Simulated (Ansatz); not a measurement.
CdO (Fm-3m): elasticity against pressure

```xyz
2
Lattice="0.0000 2.3454 2.3454 2.3454 0.0000 2.3454 2.3454 2.3454 0.0000" Properties=species:S:1:pos:R:3 pbc="T T T"
Cd    0.0000    0.0000    0.0000
O     2.3454    2.3454    2.3454
```

This is the zero-pressure cell. At each pressure cell and atoms are relaxed in this structure, and the constants are slopes of the stress at strains of ±0.005 with relaxed ions (the coefficients that govern stability under load). Level: PBEsol, PAW on Ansatz 0.2.0's default frozen-core files (fitted under PBE), scalar-relativistic; k mesh 18×18×18, strains of ±0.005, Fermi-Dirac smearing of 0.050 eV, cutoff 420 eV. P is the pressure of the relaxed cell, less that of this one.

```
P (GPa)    V/V₀  C11 (GPa)  C12 (GPa)  C44 (GPa)
   0.00  1.0000      211.4      111.9       47.2
   0.99  0.9933      219.8      114.7       47.0
   2.02  0.9866      228.5      117.7       46.8
   4.02  0.9743      245.2      123.3       46.2
   7.02  0.9573      269.9      131.6       45.4
  10.02       ?          ?          ?          ?
  15.02  0.9188      334.5      152.9       43.0
```

Question: Does the bulk modulus from the constants agree with the pressure-volume curve?

Answer: A third-order Birch-Murnaghan fit to the volumes shown (F against f, f = [(V₀/V)^(2/3) − 1]/2) gives B₀ = 145.0 GPa and B′ = 4.8. Its −V dP/dV stands beside (C11 + 2C12)/3:

```
P (GPa)  from P(V)  from the constants
   0.00      145.0               145.1
   0.99      149.7               149.8
   2.02      154.6               154.6
   4.02      163.9               163.9
   7.02      177.7               177.7
  15.02      213.4               213.4
```

Question: What are the pressure derivatives at zero pressure?

Answer: Slopes at V₀ of quadratic fits in −ln(V/V₀) through the first four rows shown, divided by B₀: dC11/dP = 8.5, dC12/dP = 2.9, dC44/dP = -0.2. The mean slopes up to 2.0 GPa are 8.5, 2.9, -0.2; curvature and scatter of the constants part the two. The combination (dC11/dP + 2 dC12/dP)/3 = 4.8 stands against B′.

Question: Fill the row at 10.02 GPa.

Answer: Cubic fits in −ln(V/V₀) through all rows shown give C11 = 294.4, C12 = 139.7, C44 = 44.5 GPa. Computed: V/V₀ = 0.9418, C11 (GPa) = 294.4, C12 (GPa) = 139.7, C44 (GPa) = 44.5.

Question: Does a shear stiffness soften?

Answer: C44 goes from 47.2 to 43.0 GPa; (C11 − C12)/2 goes from 49.8 to 90.8 GPa. C44 softens under pressure, though the lattice stays mechanically stable over this range.

Keep in mind: no other phase was computed; many crystals of this kind change structure within this range, and rows or crossings beyond such a change describe a metastable lattice; frozen-core PAW files fitted under PBE, their cores solved anew for the functional of the run; responses of metals move with mesh and smearing; the softest shear constant rests on one k mesh, and a soft shear can herald a distortion on cooling; phonons weren't checked at these pressures.
